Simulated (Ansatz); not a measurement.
CoO:

```
CELL_PARAMETERS angstrom
-1.50800 1.50800 2.10725
1.50800 -1.50800 2.10725
1.50800 1.50800 -2.10725
ATOMIC_POSITIONS crystal
Co 0.00000 0.00000 0.00000
O 0.50000 0.50000 0.00000
```

Base run:

- Program: Ansatz 0.2.0
- Functional: PBE
- Potentials or basis: Ansatz PAW
- Cutoff: 420 eV (not typed: the program's choice for these potentials)
- k mesh: 10 × 10 × 10
- Occupations: fermi-dirac, width 0.05 eV
- Spin: collinear spin, ferromagnetic start
- Starting moments: [0.5, 0.0] μB
- Fixed moment: 0.5 μB

Its results: pressure -17.0 GPa; site moments Co +0.49; O -0.03 μB.

**Question.** The run is repeated on the same cell with these changes: fixed moment from 0.5 μB to 2.5 μB; moments at the start from [0.5, 0.0] to [2.5, 0.0]. What comes out?

**Answer.** Pressure -3.7 GPa; site moments Co +2.19; O +0.20 μB.

Caveats: the total moment is fixed, so each spin has its own Fermi level; a cell with one magnetic atom can't hold antiferromagnetic order, which such compounds often take; the thresholds are loose for stress.
